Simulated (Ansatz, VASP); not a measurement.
# GaSb: VASP beside Ansatz

Wanted: the spread between two codes on one cell, functional and k mesh. The structure shown is the start of the Ansatz relaxation below; VASP solves that cell, so the two are compared at the walk's first step.

Method: plane waves, with VASP 6.6.1 beside it; single point at PBEsol, in Ansatz 0.2.0.

## 1. The starting structure

The structure is orthorhombic, space group Imm2 (No. 44). Conventional cell: a = 4.149 Å, b = 4.327 Å, c = 6.191 Å, α = 90.00°, β = 90.00°, γ = 90.00°. Ga has 4 Sb at 2.61 to 2.64 Å nearest. Sb has 4 Ga at 2.61 to 2.64 Å nearest. Farther neighbours are not listed.

As a file:

```cif
data_structure
_symmetry_space_group_name_H-M 'P 1'
_symmetry_Int_Tables_number 1
_cell_length_a 4.3089
_cell_length_b 4.3089
_cell_length_c 4.1486
_cell_angle_alpha 61.223
_cell_angle_beta 61.223
_cell_angle_gamma 60.283
_cell_volume 55.57
loop_
_atom_site_label
_atom_site_type_symbol
_atom_site_fract_x
_atom_site_fract_y
_atom_site_fract_z
_atom_site_occupancy
Ga1 Ga 0.00239 0.00239 0.99761 1
Sb2 Sb 0.74761 0.74761 0.75239 1
```

## 2. Ansatz: relaxation, PBEsol

Ansatz runs on its PAW soft_1 files.

The two programs are compared at the cell with which this relaxation starts, whose forces are those of its first step.

The input, input.yaml:

```yaml
crystal:
  lattice:
    - [-0.0631588043, 2.9966963972, 3.0954970716]
    - [2.9966963972, -0.0631588043, 3.0954970716]
    - [2.9335375928, 2.9335375928, 0.0]
  atoms:
    - { symbol: Ga, position: [0.0023899322, 0.0023899322, -0.0023899322] }
    - { symbol: Sb, position: [0.7476100678, 0.7476100678, 0.7523899322] }
  conventional_axes: [[0, 0, 1], [1, -1, 0], [1, 1, -1]]
kpoints:
  mp_grid: { grid: [12, 12, 12] }
hamiltonian:
  xc: pbesol
  pseudopotentials: { kind: paw, azcp: { folder: soft_1 }, xc_functional: pbe }
scf:
  occupations: { method: methfessel_paxton, width: 0.2 }
output:
  forces: true
  stress: true
  eigenvalues: true
relax:
  adjacent_minimum: "off"
  f_tol: 0.001
  max_steps: 60
  cell: { stress_tol: 0.01, fix: [a, angles] }
```

On the command line:

```
$ ansatz run input.yaml --threads 4 --pin off --max-ram 10240MiB --backend cpu --events-out ev --progress --plain --runs-dir out
```

Numbers of over 12 decimals in the logs are rounded to 6 here.

What it wrote:

```text
Engine: ansatz 0.2.0, aarch64-unknown-linux-gnu
Pseudopotentials: kind: paw
Pseudopotential: Ga, paw, valence charge 13, recommended cutoff 420 eV (normal), soft_1/Ga.paw.azcp
Pseudopotential: Sb, paw, valence charge 15, recommended cutoff 420 eV (normal), soft_1/Sb.paw.azcp
Functional definition: PBEsol
  exchange = pbesol_x
  correlation = pbesol_c
Crystal: 2 atoms, lattice volume = 55.572 Å³
Basis set: ecut = 420 eV, 1067 PW (Γ), exchange–correlation on 60×60×60 points (8 copies of the dense FFT grid, shifted against one another)
Bands: 18, of which v1, the nominal top of the filled ones, is band 14 counted from 1 (13 counted from 0)
Symmetry: 4 space group operations
Space group: Imm2 (ITA 44), of the structure as read, at distance tolerance 3.8e-5 Å
k-points: 280 of 1728 (time reversal used)
Non-local potential: Ga, projectors of the file, l = 0: 2, l = 1: 2, l = 2: 3, l = 3: 1
Non-local potential: Sb, projectors of the file, l = 0: 2, l = 1: 2, l = 2: 2, l = 3: 1
PAW form: soft (Blöchl's): semilocal exchange-correlation on the pseudo side does not see the compensation charge
PAW frozen core: Ga, regenerated for the run's functional, and the local potential with it (the file was generated under x = pbe(κ = 0.804, μ = 0.219515), c = pbe(β = 0.066725))
PAW frozen core: Sb, regenerated for the run's functional, and the local potential with it (the file was generated under x = pbe(κ = 0.804, μ = 0.219515), c = pbe(β = 0.066725))
PAW one-centre angular grid: Ga, 590 points (default); XC on 64 Gauss nodes
PAW one-centre angular grid: Sb, 590 points (default); XC on 64 Gauss nodes
Initial density: superposition of atomic densities (chi_scale 0.1, normalization cell, long waves kept (reshape's long-wave potential 0.00 eV rms))
Initial wavefunctions: pseudopotential atomic-orbital guess
Functional: x = pbesol(κ = 0.804, μ = 0.123457), c = pbesol(β = 0.046)
SCF iter   1: F=—  HF=-10151.677012 eV  |F-HF|=—  |Δ(HF+E_count)|=         —  Δρ=3.24e-2  dr2=4.20e-1  ethr=3.10e-3  ⟨swp⟩=5.6  Hψ=25961  notcnv=0
preconditioner: auto → Kerker (q_TF=auto, 2.434 Å⁻¹)  [metal: Δε(μ)=0.111 eV  Ē_g=14.836 eV  σ=0.200 eV  W_gap=0.45  n_scr=14 (ndim 8)  ℏωp=21.1 eV  f_vac=0.004  D(μ)=0.04/eV (n_scr^D=0)]
SCF iter   2: F=—  HF=-10151.632763 eV  |F-HF|=—  |Δ(HF+E_count)|=   4.42e-2  S|Δr|=    0.00e0  Δρ=2.03e-2  dr2=1.96e-1  ethr=1.50e-3  ⟨swp⟩=1.0  Hψ=7283  notcnv=0
SCF iter   3: F=—  HF=-10151.589556 eV  |F-HF|=—  |Δ(HF+E_count)|=   4.32e-2  S|Δr|=    0.00e0  Δρ=3.31e-3  dr2=1.39e-2  ethr=6.99e-4  ⟨swp⟩=1.8  Hψ=6522  notcnv=0
SCF iter   4: F=—  HF=-10151.590295 eV  |F-HF|=—  |Δ(HF+E_count)|=   7.38e-4  S|Δr|=    0.00e0  Δρ=1.37e-3  dr2=2.30e-3  ethr=4.98e-5  ⟨swp⟩=2.0  Hψ=7334  notcnv=0
SCF iter   5: F=—  HF=-10151.591303 eV  |F-HF|=—  |Δ(HF+E_count)|=   1.01e-3  S|Δr|=    0.00e0  Δρ=1.33e-3  dr2=6.93e-4  ethr=8.20e-6  ⟨swp⟩=2.0  Hψ=7563  notcnv=0
SCF iter   6: F=—  HF=-10151.590708 eV  |F-HF|=—  |Δ(HF+E_count)|=   5.95e-4  S|Δr|=    0.00e0  Δρ=2.67e-4  dr2=2.23e-5  ethr=2.48e-6  ⟨swp⟩=2.0  Hψ=7561  notcnv=0
SCF iter   7: F=—  HF=-10151.590778 eV  |F-HF|=—  |Δ(HF+E_count)|=   7.01e-5  S|Δr|=    0.00e0  Δρ=6.61e-5  dr2=1.98e-6  ethr=7.96e-8  ⟨swp⟩=2.0  Hψ=7572  notcnv=0
SCF iter   8: F=—  HF=-10151.590781 eV  |F-HF|=—  |Δ(HF+E_count)|=   2.98e-6  S|Δr|=    0.00e0  Δρ=1.35e-5  dr2=1.39e-7  ethr=7.09e-9  ⟨swp⟩=2.0  Hψ=7555  notcnv=0
SCF iter   9: F=-10151.590781 eV  HF=-10151.590781 eV  |F-HF|=3.52e-8  |Δ(HF+E_count)|=   2.03e-7  S|Δr|=    0.00e0  Δρ=6.27e-6  dr2=4.02e-8  ethr=3.57e-10  ⟨swp⟩=6.3  Hψ=24442  notcnv=0
SCF 1 converged in 9 iterations: F = -10151.590781 eV  dr2 = 4.02e-8
  greatest PAW one-centre occupation: 0.996 electrons in one spin orbital (limit 2), on the Sb atom at site 1 (counted from 0), in its partial waves of l = 2
relax step   1: F+E_penalty+E_count = -10151.59078101 eV  Δ(F+E_penalty+E_count) = +0.000e0 eV  max|allowed force component| = 8.747e-2 eV/Å  Δτ_max = 0.0000 Å  P = +1.492 GPa  Ω = 55.572 Å³  fix = [a, alpha, beta, gamma]  reactions: a +4.027 GPa  (9 SCF iters, dr2 threshold 1.00e-7 eV, accepted)
[...]
relax step   2: F+E_penalty+E_count = -10151.59138654 eV  Δ(F+E_penalty+E_count) = -6.055e-4 eV  max|allowed force component| = 4.366e-2 eV/Å  Δτ_max = 0.0085 Å  P = +1.119 GPa  Ω = 55.905 Å³  energy of the carried Pulay correction = -4.163e-5 eV  fix = [a, alpha, beta, gamma]  reactions: a +3.403 GPa  (6 SCF iters, dr2 threshold 2.00e-7 eV, accepted)
[...]
relax step   3: F+E_penalty+E_count = -10151.59153066 eV  Δ(F+E_penalty+E_count) = -1.441e-4 eV  max|allowed force component| = 2.838e-4 eV/Å  Δτ_max = 0.0031 Å  P = +1.185 GPa  Ω = 55.848 Å³  energy of the carried Pulay correction = -3.448e-5 eV  fix = [a, alpha, beta, gamma]  reactions: a +3.559 GPa  (4 SCF iters, dr2 threshold 1.19e-7 eV, accepted)
[...]
relax step   4: F+E_penalty+E_count = -10151.59156570 eV  Δ(F+E_penalty+E_count) = -3.504e-5 eV  max|allowed force component| = 2.507e-4 eV/Å  Δτ_max = 0.0000 Å  P = +1.185 GPa  Ω = 55.848 Å³  fix = [a, alpha, beta, gamma]  reactions: a +3.558 GPa  stress off target by 1.29e-3 GPa on what of the cell is left free  SCF on the basis re-selected at this cell (its energy is not comparable with the rows above)  (8 SCF iters)
basis re-selected at this cell: Δ(F+E_penalty+E_count) = -3.504e-5 eV, ΔP = -0.000 GPa vs the last step (what re-selecting the basis moved, of the pressure what is left beyond the Pulay correction that the steps carried, after the strain that the cell walked since its last selection, with what the two solves' SCF thresholds leave and, on support functions, any second-order correction that the steps lacked; it is no m [...]
SCF converged after 8 iterations
Stability not checked: this state was not tested for a lower state beside it, because cold or Methfessel-Paxton smearing, or corrected tetrahedra, fill the levels in a way that the test cannot read (fill_not_monotonic; see scf.lower_state_search)
Free energy (F): -10151.591566 eV
Harris-Foulkes:  -10151.591566 eV  (|F-HF|=0.00e0)
Internal energy: -10151.591564 eV  (E = F + TS)
E sigma→0 (E₀):  -10151.591565 eV
Entropy (-TS):   -0.000002 eV (-0.001 meV/atom)
Fermi energy:    8.196729 eV
Step filling:    the computed levels leave a gap of 0.0394 eV = 0.2 smearing widths at the electron count; against every level under it full and every level over it empty, smearing changes F+E_penalty+E_count by -0.103 meV and its σ→0 estimate by -0.102 meV
--- Per-component energies (eV) ---
  E_band       = -253.637666
  E_kinetic    = 276.337751
  E_local      = -3346.910632  (includes V_loc(G=0)·N_el)
  E_nonlocal   = 299.862581
  E_hartree    = 1714.865916
  E_xc         = -160.652320
  E_vxc        = -146.436982  (∫ρ·V_xc dr)
  E_paw        = -6420.914419  (= ΣΔE_a)
  E_vpaw       = -766.222172  (= ΣTr[D̂ρ^β])
  E_aug_tail   = -0.000069  (compensation charges beyond the density's cutoff)
  E_ewald      = -2515.375208
  E_core_change = 1.194834  (= ΣΔE_core)
  E_smearing   = -0.000002  (= −TS)
  E_closure    = 0.000000  (closes the sum)
  Σ components = -10151.591566   (vs F -10151.591566, Δ=0.00e0)
--- Forces (eV/Å), atoms counted from 1 ---
  atom   1  Ga    -0.00000000    -0.00000000    -0.00025075
  atom   2  Sb     0.00000000     0.00000000     0.00025065
  max |Σ_I F_I| component: 9.65e-8 eV/Å
--- Stress (GPa, compression-positive) ---
        1.778580       1.779732      -0.000000
        1.779732       1.778580      -0.000000
       -0.000000      -0.000000      -0.001289
  P = ⅓ Tr σ = 1.1853 GPa (11.853 kbar)
--- Band table (eV; the first three rows and the last of 280) ---
  k-point 0: bands = [... 10 lower, -3.6696, 7.8100, 7.8877, 8.1348, 8.2877, 10.5629, 10.9005, 10.9375]
  k-point 1: bands = [... 10 lower, -3.5928, 6.8036, 7.7657, 7.8664, 8.8872, 10.7495, 10.9709, 11.2991]
  k-point 2: bands = [... 10 lower, -3.3666, 5.3999, 7.4947, 7.5234, 8.9147, 11.1708, 11.2902, 12.1943]
  k-point 279: bands = [... 10 lower, -1.2203, 0.9699, 5.2574, 5.7488, 8.8093, 9.5068, 16.7528, 16.9422]
--- Relaxed structure (3 steps of the walk, 3 accepted, 1 SCFs on fresh bases) ---
  F+E_penalty+E_count = -10151.59156570 eV   max|allowed force component| = 2.507e-4 eV/Å   (the final SCF, on the basis selected at the relaxed cell)
  cell:  # Å, volume = 55.8480 Å³
    - [-0.064327, 2.997865, 3.108521]
    - [2.997865, -0.064327, 3.108521]
    - [2.9335375928, 2.9335375928, -4.738381088397637e-11]
  atoms:
    - { symbol: Ga, position: [0.00325766, 0.00325766, -0.00325766] }
    - { symbol: Sb, position: [0.746742, 0.746742, 0.753258] }
```

## 3. VASP: single point, PBEsol, start cell, pair 1

The same cell, functional, mesh and smearing now go to VASP, with its own data sets.

Lines of VASP's logs that name or quote its potential files are left out, and so is its time.

The input, INCAR:

```
SYSTEM = GaSb
PREC = Accurate
ENCUT = 400
EDIFF = 1E-06
NELM = 120
ISMEAR = 1
SIGMA = 0.2
LREAL = .FALSE.
ALGO = Normal
GGA = PS
NBANDS = 15
LORBIT = 11
LWAVE = .FALSE.
LCHARG = .FALSE.
ISIF = 2
LASPH = .TRUE.
GGA_COMPAT = .FALSE.
KPAR = 2
```

The input, POSCAR:

```
GaSb
1.0
   -0.0631590000      2.9966960000      3.0954970000
    2.9966960000     -0.0631590000      3.0954970000
    2.9335380000      2.9335380000      0.0000000000
Ga Sb
1 1
Direct
    0.0023899232      0.0023899232      0.9976100776
    0.7476101576      0.7476101576      0.7523897564
```

The input, KPOINTS:

```
Automatic mesh
0
Gamma
12 12 12
0 0 0
```

The projector-augmented-wave data sets are Ga_d and Sb (PBE family, release 64).

On the command line:

```
$ mpirun -np 2 vasp_std
```

What it wrote:

```text
[banner, memory and clock lines left out]
running    2 mpi-ranks, on    1 nodes
 distrk:  each k-point on    1 cores,    2 groups
 distr:  one band on    1 cores,    1 groups

 POSCAR found type information on POSCAR GaSb
 POSCAR found :  2 types and       2 ions
|                                                                             |
|               ----> ADVICE to this user running VASP <----                  |
|                                                                             |
|     You enforced a specific xc type in the INCAR file but a different       |
|     [... a line on the potential file left out ...]
|     I HOPE YOU KNOW WHAT YOU ARE DOING!                                     |
|                                                                             |

 LDA part: xc-table for (Slater+PW92), standard interpolation
 POSCAR, INCAR and KPOINTS ok, starting setup
 FFT: planning ... GRIDC
 FFT: planning ... GRID_SOFT
 FFT: planning ... GRID
 WAVECAR not read
 entering main loop
       N       E                     dE             d eps       ncg     rms          rms(c)
DAV:   1     0.727432694085E+02    0.72743E+02   -0.76518E+03  8480   0.128E+03
DAV:   2    -0.282425149508E+01   -0.75568E+02   -0.73013E+02  9604   0.269E+02
DAV:   3    -0.814482049124E+01   -0.53206E+01   -0.53079E+01 10059   0.624E+01
DAV:   4    -0.823219743634E+01   -0.87377E-01   -0.87366E-01 10358   0.910E+00
DAV:   5    -0.823424930368E+01   -0.20519E-02   -0.20518E-02 10812   0.120E+00    0.325E+00
DAV:   6    -0.815472626812E+01    0.79523E-01   -0.89735E-02 10964   0.533E+00    0.191E+00
DAV:   7    -0.812668141128E+01    0.28045E-01   -0.49350E-02 10452   0.205E+00    0.372E-01
DAV:   8    -0.812674461950E+01   -0.63208E-04   -0.52883E-03 10891   0.904E-01    0.113E-01
DAV:   9    -0.812700480485E+01   -0.26019E-03   -0.47096E-04  9493   0.178E-01    0.372E-02
DAV:  10    -0.812699874270E+01    0.60621E-05   -0.24485E-05 11139   0.421E-02    0.101E-02
DAV:  11    -0.812700892303E+01   -0.10180E-04   -0.12360E-05  9527   0.241E-02    0.470E-03
DAV:  12    -0.812700904206E+01   -0.11904E-06   -0.42456E-07  8792   0.597E-03
   1 F= -.81270090E+01 E0= -.81270277E+01  d E =0.558541E-04
```

From OUTCAR (step 3):

```text
ion  position               nearest neighbor table
   1  0.002  0.002  0.998-   2 2.61   2 2.61   2 2.64   2 2.64
   2  0.748  0.748  0.752-   1 2.61   1 2.61   1 2.64   1 2.64

  LATTYP: Found a body centered orthorhombic cell.
 ALAT       =     4.1486492253
 B/A-ratio  =     1.0430596092
 C/A-ratio  =     1.4922915059

 Subroutine GETGRP returns: Found  4 space group operations
 (whereof  4 operations were pure point group operations)

The static configuration has the point symmetry C_2v.

 Found    280 irreducible k-points:

   k-points           NKPTS =    280   k-points in BZ     NKDIM =    280   number of bands    NBANDS=     15

   dimension x,y,z NGX =    28 NGY =   28 NGZ =   28
   dimension x,y,z NGXF=    56 NGYF=   56 NGZF=   56

   ENCUT  =  400.0 eV  29.40 Ry    5.42 a.u.   7.03  7.03  6.77*2*pi/ulx,y,z

   NELECT =      18.0000    total number of electrons

 k-points in reciprocal lattice and weights: Automatic mesh
   0.00000000  0.00000000  0.00000000       0.001
   0.08333333 -0.00000000  0.00000000       0.002
   0.16666667 -0.00000000  0.00000000       0.002
   0.25000000  0.00000000  0.00000000       0.002
   0.33333333 -0.00000000  0.00000000       0.002
   0.41666667 -0.00000000  0.00000000       0.002
   0.50000000  0.00000000  0.00000000       0.001
   0.08333333  0.08333333  0.00000000       0.001
   0.16666667  0.08333333  0.00000000       0.002
[...]
0.25000000  0.25000000  0.50000000       0.001
  -0.25000000  0.25000000  0.50000000       0.001

 average (electrostatic) potential at core
       1 -65.2869       2 -87.2134

 E-fermi :   5.2212

 k-point     1 :       0.0000    0.0000    0.0000
  band No.  band energies     occupation
    ...
      6      -6.6754      2.00000
      7       4.8593      2.02814
      8       4.9464      2.06538
      9       5.2156      1.04730
     10       5.2784      0.53710
     11       7.5626     -0.00000
     12       7.9090     -0.00000
     13       7.9757     -0.00000
     14      10.7174      0.00000
     15      13.3869      0.00000

 k-point     2 :       0.0833   -0.0000    0.0000
  band No.  band energies     occupation
    ...
      5      -9.9617      2.00000
      6      -6.6038      2.00000
      7       3.6348      2.00000
      8       4.7769      2.00734
      9       5.1552      1.52568
     10       6.0595     -0.00000
     11       7.8705     -0.00000
     12       8.0386     -0.00000
     13       8.1450     -0.00000
     14      11.1029      0.00000
    ...

 k-point     3 :       0.1667   -0.0000    0.0000
  band No.  band energies     occupation
    ...
      5      -9.9620      2.00000
      6      -6.3935      2.00000
      7       2.1893      2.00000
      8       4.4943      2.00000
      9       4.8779      2.03567
     10       6.1971     -0.00000
     11       8.3360     -0.00000
     12       8.5200     -0.00000
     13       8.9323     -0.00000
     14      11.9311      0.00000
    ...

  Total        0.6736612      0.6736612      0.1239649      0.6966471     -0.0000000     -0.0000000
  in kB       19.4222325     19.4222325      3.5740157     20.0849367     -0.0000006     -0.0000006
  external PRESSURE =      14.1394936 kB  Pullay stress =       0.0000000 kB

  energy-cutoff  :      400.00
  volume of cell :       55.57
      direct lattice vectors                 reciprocal lattice vectors
    -0.063159000  2.996696000  3.095497000    -0.163406436  0.163406436  0.161524951
     2.996696000 -0.063159000  3.095497000     0.163406436 -0.163406436  0.161524951
     2.933538000  2.933538000  0.000000000     0.170442653  0.170442653 -0.161524896

 POSITION                                       TOTAL-FORCE (eV/Angst)
 -----------------------------------------------------------------------------------
      2.93354      2.93354      0.01480        -0.000000     -0.000000      0.088573
      4.40031      4.40031      4.62845         0.000000      0.000000     -0.088573
 -----------------------------------------------------------------------------------
    total drift:                                0.000041      0.000041      0.000967

  FREE ENERGIE OF THE ION-ELECTRON SYSTEM (eV)
  ---------------------------------------------------
  free  energy   TOTEN  =        -8.1270090421 eV

  energy  without entropy=       -8.1270648961  energy(sigma->0) =       -8.12702766

 total charge
# of ion       s       p       d       tot
------------------------------------------
    1        0.911   0.792   9.966  11.668
    2        1.130   1.353   0.029   2.512
--------------------------------------------------
tot          2.040   2.145   9.995  14.180

[... 3 further parts left out ...]
```

The gap is under twice the smearing width, so the edge states are partly filled and the run can't tell a small gap from a semimetal. Methfessel-Paxton smearing is not meant for a cell with a gap.

## 4. Differences

Known differences besides the potentials themselves: the data sets hold 28 valence electrons in Ansatz (on its PAW soft_1 files) and 18 in VASP; the cutoff is 420 eV in Ansatz and 400 eV in VASP; Ansatz makes its cores anew for this functional, VASP keeps those of its PBE data sets. Total energies have different zeros and are not compared.

Forces (eV/Å; atoms numbered as in POSCAR):

| atom | Ansatz x, y, z | VASP x, y, z |
| --- | --- | --- |
| Ga1 | 0.000, 0.000, 0.087 | 0.000, 0.000, 0.089 |
| Sb2 | 0.000, 0.000, -0.087 | 0.000, 0.000, -0.089 |

The forces differ by 0.6 meV/Å r.m.s., which is 1.3 % of the r.m.s. force of 0.051 eV/Å (both taken over all components).

## 5. What the set-up changes

Further runs change the set-up of one program: Ansatz's method, potentials or start, or VASP's data sets, cutoff or form of LDA. The table gives that difference for each run.

| run | r.m.s. force difference (meV/Å) |
| --- | --- |
| as above | 0.64 |
| VASP with a cutoff of 500 eV (perhaps on Ansatz's relaxed cell) | 0.21 |

## 6. Ansatz: relaxation, PBEsol

The two programs are compared at the cell with which this relaxation starts, whose forces are those of its first step. The cell compared in this pair holds 56.19 Å³, against 55.57 Å³ for the pair before.

The structure compared here is the start of the Ansatz relaxation; VASP solves that cell, so the two are compared at the walk's first step.

input.yaml, the sections that differ from step 2:

```yaml
crystal:
  lattice:
    - [-0.0310655796, 3.025718539, 3.069290101]
    - [3.025718539, -0.0310655796, 3.069290101]
    - [2.9946529594, 2.9946529594, 0.0]
  atoms:
    - { symbol: Ga, position: [0.0007851782, 0.0007851782, -0.0007851782] }
    - { symbol: Sb, position: [0.7492148218, 0.7492148218, 0.7507851782] }
  conventional_axes: [[0, 0, 1], [1, -1, 0], [1, 1, -1]]
# kpoints, hamiltonian, scf, output, relax: as in step 2
```

On the command line:

```
$ ansatz run input.yaml --threads 4 --pin off --max-ram 10240MiB --backend cpu --events-out ev --progress --plain --runs-dir out
```

What it wrote:

```text
[...]
Crystal: 2 atoms, lattice volume = 56.193 Å³
Basis set: ecut = 420 eV, 1091 PW (Γ), exchange–correlation on 60×60×60 points (8 copies of the dense FFT grid, shifted against one another)
Bands: 18, of which v1, the nominal top of the filled ones, is band 14 counted from 1 (13 counted from 0)
Symmetry: 4 space group operations
[...]
k-points: 280 of 1728 (time reversal used)
[...]
k-point 279: bands = [... 10 lower, -1.2831, 0.9305, 5.1946, 5.4260, 8.7269, 9.1475, 16.5873, 16.6895]
--- Relaxed structure (3 steps of the walk, 3 accepted, 1 SCFs on fresh bases) ---
[...]
cell:  # Å, volume = 56.4569 Å³
    - [-0.031759, 3.026411, 3.082327]
    - [3.026411, -0.031759, 3.082327]
    - [2.994653, 2.994653, 0.0]
  atoms:
    - { symbol: Ga, position: [0.00157767, 0.00157767, -0.00157767] }
    - { symbol: Sb, position: [0.748422, 0.748422, 0.751578] }
[key lines of the parts left out:]
SCF converged after 8 iterations
Free energy (F): -10151.610563 eV
Fermi energy:    7.969392 eV
P = ⅓ Tr σ = 0.5696 GPa (5.696 kbar)
```

[end of part 1 of 2]

[Lines on the potential files, build, host, timing and source positions are cut from VASP's logs without a mark.]

[Logs are printed without paths, hosts, clocks, repeated set-up lines and the standing remarks that a program may print on its own settings, such as how far it seeks lower states.]

[Hosts, paths, dates, database ids (printed as entryN), source tags and the programs' standing remarks are cut or masked in the printed files.]

[Rows of further runs with another cutoff or data set may stand on the cell that Ansatz relaxed, not on the start cell of the pair above them.]
